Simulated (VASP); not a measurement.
Wanted: the native input for a VASP 6.6.1 run.

```yaml
Task: relaxation of cell and atoms
Functional: LDA
Potentials_or_basis: VASP PAW LDA potentials, release 64 (Al, N)
Cutoff: 600 eV
k_mesh: 9 × 9 × 6
Occupations: gaussian, width 0.02 eV
Spin: no spin polarisation
Dipole_correction: no
Further_INCAR_settings: ALGO = Normal; EDIFF = 1e-07; IBRION = 2; EDIFFG = -0.002; NSW = 100; ISIF = 3
```

The structure of AlN (lda) lies in POSCAR:

```
AlN
1.0
    3.1130000000      0.0000000000      0.0000000000
   -1.5565000000      2.6959370820      0.0000000000
    0.0000000000      0.0000000000      4.9810000000
Al N
2 2
Direct
    0.3333333333      0.6666666667      0.0000000000
    0.6666666667      0.3333333333      0.5000000000
    0.3333333333      0.6666666667      0.3800000000
    0.6666666667      0.3333333333      0.8800000000
```

These files were run (other wordings do the same):

INCAR

```
SYSTEM = AlN
PREC     = Accurate       ! precision mode
ENCUT    = 600            ! plane-wave cutoff, eV
EDIFF    = 1E-7           ! SCF threshold, eV
ISMEAR   = 0              ! smearing method
SIGMA    = 0.02           ! smearing width, eV
LREAL    = .FALSE.        ! projectors in reciprocal space
LASPH    = .TRUE.         ! aspherical terms in the spheres
NELM     = 100            ! most SCF steps
ALGO     = Normal         ! electronic algorithm
ISIF     = 3              ! what is computed and relaxed
LWAVE    = .FALSE.        ! write WAVECAR
LCHARG   = .FALSE.        ! write CHGCAR
GGA      = CA             ! functional
IBRION   = 2              ! ionic algorithm
NSW      = 100            ! ionic steps
EDIFFG   = -0.002         ! ionic threshold
```

KPOINTS

```
regular mesh
0
G
  9 9 6
  0 0 0
```

Potentials or basis: VASP PAW LDA potentials, release 64 (Al, N).

Run with:

```bash
$ cat potpaw_LDA.64/Al/POTCAR potpaw_LDA.64/N/POTCAR > POTCAR
$ mpirun -np 1 vasp_std > vasp.out
```

Results of the run:

```json
{
 "Relaxed volume": "10.24 Å³/atom",
 "Relaxed cell": "a = 3.091 Å, b = 3.091 Å, c = 4.947 Å, α = 90.00°, β = 90.00°, γ = 120.00°",
 "Space group after relaxing (to 0.05 Å)": "P6_3mc (No. 186)",
 "Energy gained by relaxing": "3.2 meV/atom",
 "Ionic steps": "8",
 "Pressure after relaxing": "0.0 GPa",
 "Band gap on the k mesh": "4.40 eV, direct"
}
```

Caveat: an odd mesh through Γ misses points on the zone boundary, where band edges often lie.

Wall time 70 s on 1 thread of Intel(R) Xeon(R) 6975P-C (Granite Rapids) (shared host), peak memory 0.16 GiB.
